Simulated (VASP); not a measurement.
# CaO (Lime) (Fm-3m) in VASP: a series of runs, part 3 of 3

VASP 6.6.1.

## 6. Dielectric tensor, PBEsol

INCAR reads:

```
SYSTEM = CaO
ALGO     = Fast           ! electronic algorithm
EDIFF    = 1E-8           ! SCF threshold, eV
ENCUT    = 600            ! plane-wave cutoff, eV
GGA      = PS             ! functional
ISIF     = 2              ! what is computed and relaxed
ISMEAR   = 0              ! smearing method
LASPH    = .TRUE.         ! aspherical terms in the spheres
LCHARG   = .FALSE.        ! write CHGCAR
LEPSILON = .TRUE.         ! dielectric tensor by DFPT
LREAL    = .FALSE.        ! projectors in reciprocal space
LWAVE    = .FALSE.        ! write WAVECAR
NELM     = 80             ! most SCF steps
PREC     = Accurate       ! precision mode
SIGMA    = 0.03           ! smearing width, eV
```

KPOINTS reads:

```
k-points
0
Monkhorst
  16 16 16
  0 0 0
```

POSCAR reads:

```
CaO                                     
1.0
    0.0000000000      2.3873311534      2.3873311534
    2.3873311534      0.0000000000      2.3873311534
    2.3873311534      2.3873311534      0.0000000000
  Ca              O             
     1     1
Direct
     0.0000000000000000    0.0000000000000000    0.0000000000000000
     0.5000000000000000    0.5000000000000000    0.5000000000000000
```

Potentials or basis: VASP PAW PBE potentials, release 64 (Ca_sv, O).

Command:

```bash
cat potpaw_PBE.64/Ca_sv/POTCAR potpaw_PBE.64/O/POTCAR > POTCAR
mpirun -np 1 vasp_std > vasp.out
```

OUTCAR:

```text
SYSTEM = CaO
   EDIFF = 1E-8
   ENCUT = 600
   GGA = PS
   ISIF = 2
   ISMEAR = 0
   LASPH = .TRUE.
   LEPSILON = .TRUE.
   LREAL = .FALSE.
   NELM = 80
   PREC = Accurate

 ion  position               nearest neighbor table
   1  0.000  0.000  0.000-   2 2.39   2 2.39   2 2.39   2 2.39   2 2.39   2 2.39
   2  0.500  0.500  0.500-   1 2.39   1 2.39   1 2.39   1 2.39   1 2.39   1 2.39

  LATTYP: Found a face centered cubic cell.
 ALAT       =     4.7746623068

  Lattice vectors:

 A1 = (   0.0000000000,   2.3873311534,   2.3873311534)
 A2 = (   2.3873311534,   0.0000000000,   2.3873311534)
 A3 = (   2.3873311534,   2.3873311534,   0.0000000000)

Analysis of symmetry for initial positions (statically):
=====================================================================
 Subroutine PRICEL returns:
 Original cell was already a primitive cell.

 Routine SETGRP: Setting up the symmetry group for a
 face centered cubic supercell.

 Subroutine GETGRP returns: Found 48 space group operations
 (whereof 48 operations were pure point group operations)
 out of a pool of 48 trial point group operations.

The static configuration has the point symmetry O_h .

Analysis of symmetry for dynamics (positions and initial velocities):
=====================================================================
 Subroutine PRICEL returns:
 Original cell was already a primitive cell.

 Routine SETGRP: Setting up the symmetry group for a
 face centered cubic supercell.

 Subroutine GETGRP returns: Found 48 space group operations
 (whereof 48 operations were pure point group operations)
 out of a pool of 48 trial point group operations.
[... 540 lines left out ...]

  energy  without entropy=      -13.4136522591  energy(sigma->0) =      -13.41365226

 HEAD OF MICROSCOPIC STATIC DIELECTRIC TENSOR (INDEPENDENT PARTICLE, excluding Hartree and local field effects)
 ------------------------------------------------------
           4.011645    -0.000000    -0.000000
           0.000000     4.011645    -0.000000
          -0.000000     0.000000     4.011645
 ------------------------------------------------------

 Free energy of the ion-electron system (eV)
  ---------------------------------------------------
  ---------------------------------------------------
  free energy    TOTEN  =        -0.23236371 eV

  energy without entropy =       -0.23236371

------------------------ aborting loop because EDIFF is reached ----------------------------------------

--------------------------------------- Ionic step        2  -------------------------------------------

------------------------ aborting loop because EDIFF is reached ----------------------------------------

--------------------------------------- Ionic step        3  -------------------------------------------

 Free energy of the ion-electron system (eV)
  ---------------------------------------------------
  ---------------------------------------------------
  free energy    TOTEN  =        -0.23236370 eV

  energy without entropy =       -0.23236370

------------------------ aborting loop because EDIFF is reached ----------------------------------------

 PIEZOELECTRIC TENSOR FIELD DIRECTION 3  (e Angst)
 -----------------------------------------------------------------------------
    -0.00009  0.00000  0.00000           ( -0.00000  0.00000  0.00000)
     0.00000 -0.00009 -0.00000           (  0.00000 -0.00000  0.00000)
    -0.00000  0.00000 -0.00035           (  0.00000  0.00000 -0.00000)

 PIEZOELECTRIC TENSOR FIELD DIRECTION 3  (C/m^2)
 -----------------------------------------------------------------------------
    -0.00005  0.00000  0.00000
     0.00000 -0.00005 -0.00000
    -0.00000  0.00000 -0.00021

 MACROSCOPIC STATIC DIELECTRIC TENSOR (including local field effects in DFT)
 ------------------------------------------------------
           3.852289     0.000000    -0.000000
           0.000000     3.852289    -0.000000
          -0.000000    -0.000000     3.852289
 ------------------------------------------------------

 PIEZOELECTRIC TENSOR (including local field effects)  for field in x, y, z        (e  Angst)
          XX          YY          ZZ          XY          YZ          ZX
  --------------------------------------------------------------------------------
  x     0.00000     0.00000     0.00000     0.00000     0.00000     0.00000
  y     0.00000     0.00000     0.00000     0.00000     0.00000     0.00000
  z     0.00000     0.00000     0.00000     0.00000     0.00000     0.00000

 PIEZOELECTRIC TENSOR (including local field effects)  for field in x, y, z        (C/m^2)
          XX          YY          ZZ          XY          YZ          ZX
  --------------------------------------------------------------------------------
  x     0.00000     0.00000     0.00000     0.00000     0.00000     0.00000
  y     0.00000     0.00000     0.00000     0.00000     0.00000     0.00000
  z     0.00000     0.00000     0.00000     0.00000     0.00000     0.00000

 BORN EFFECTIVE CHARGES (including local field effects) (in |e|, cummulative output)
 ---------------------------------------------------------------------------------
 ion    1
    1     2.36049     0.00000     0.00000
    2     0.00000     2.36049     0.00000
    3     0.00000     0.00000     2.36049
 ion    2
    1    -2.36049     0.00000     0.00000
    2     0.00000    -2.36049     0.00000
    3     0.00000     0.00000    -2.36049
```

OSZICAR:

```text
N       E                     dE             d eps       ncg     rms          rms(c)
DAV:   1     0.139406837547E+03    0.13941E+03   -0.94469E+03  9792   0.152E+03
[... 13 lines left out ...]
RMM:  12    -0.232362750753E+00    0.24754E-06   -0.27617E-06 68202   0.189E-03    0.223E-04
RMM:  13    -0.232363153212E+00   -0.40246E-06   -0.18520E-06 68151   0.967E-04    0.970E-05
RMM:  14    -0.232363629885E+00   -0.47667E-06   -0.11251E-06 67959   0.475E-04    0.176E-05
RMM:  15    -0.232363590721E+00    0.39164E-07   -0.53018E-07 59615   0.234E-04    0.174E-05
RMM:  16    -0.232363622174E+00   -0.31454E-07   -0.30357E-07 50332   0.127E-04    0.135E-05
RMM:  17    -0.232363743681E+00   -0.12151E-06   -0.13362E-07 45648   0.914E-05    0.113E-05
RMM:  18    -0.232363700903E+00    0.42778E-07   -0.64449E-08 35918   0.672E-05    0.184E-06
```

stdout:

```text
POSCAR found type information on POSCAR CaO
 POSCAR found :  2 types and       2 ions
 scaLAPACK will be used
[... 91 lines left out ...]
 num prob  num prob WARNING in EDDRMM: call to ZHEGV failed, returncode =   8  4      5
 num prob  num prob  num prob WARNING in EDDRMM: call to ZHEGV failed, returncode =   8  4      5
 num prob  num prob  num prob  num prob  num prob  num prob  num prob  num prob  num prob  num prob RMM:  20    -0.134136521479E+02   -0.31902E-06   -0.19165E-06 17008   0.610E-03    0.579E-04
WARNING in EDDRMM: call to ZHEGV failed, returncode =   6  3      9
 num prob  num prob  num prob  num prob  num prob  num prob WARNING in EDDRMM: call to ZHEGV failed, returncode =   6  3      7
 num prob  num prob WARNING in EDDRMM
```

Run time: 53 min. Hardware: 1 thread of AMD EPYC 9R14 (Zen 4), shared host; peak memory 1.1 GiB.

What came out:

```yaml
Electronic_dielectric_tensor_diagonal: 3.85
Born_charges_mean_of_the_diagonal: Ca +2.36; O -2.36 e
```

Levels at points of the mesh, in eV from the valence-band top:
| k point | band 6 | band 7 | band 8 | band 9 | band 10 | band 11 |
| --- | --- | --- | --- | --- | --- | --- |
| (0.03, 0.03, 0.03) | -0.03 | 0.00 | 0.00 | 4.79 | 6.25 | 6.27 |

Electronic dielectric tensor:
```
3.85 0.00 0.00
0.00 3.85 0.00
0.00 0.00 3.85
```

Born effective charge tensors (e):
atom 1, Ca
```
2.36 0.00 0.00
0.00 2.36 0.00
0.00 0.00 2.36
```
atom 2, O
```
-2.36  0.00  0.00
 0.00 -2.36  0.00
 0.00  0.00 -2.36
```
